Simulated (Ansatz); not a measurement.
Take a crystal in which K has been replaced by Na on all its sites, with the cell rescaled by a rough guess (in some cases also distorted within its space group) and nothing relaxed:

```xyz
2
Lattice="-2.0328 2.0328 7.4073 2.0328 -2.0328 7.4073 2.0328 2.0328 -7.4073" Properties=species:S:1:pos:R:3 pbc="T T T"
Na    2.0328    0.0000    3.7036
Na    0.0000    0.0000    7.4073
```

These are results of DFT PBEsol, scalar-relativistic, plane waves, PAW (Ansatz), not measurements.

Cutoff 420 eV; k points 14×14×14 on the computed 2-atom cell (Γ-centred); Gaussian smearing, width 0.10 eV; no spin polarisation.

Will this cell want to expand or contract, and how hard?

The pressure is -1.4 GPa (positive in compression), so the cell would contract.

Is it a metal on this mesh?

Yes, a band crosses the Fermi level.

This form isn't the element's structure at ambient conditions.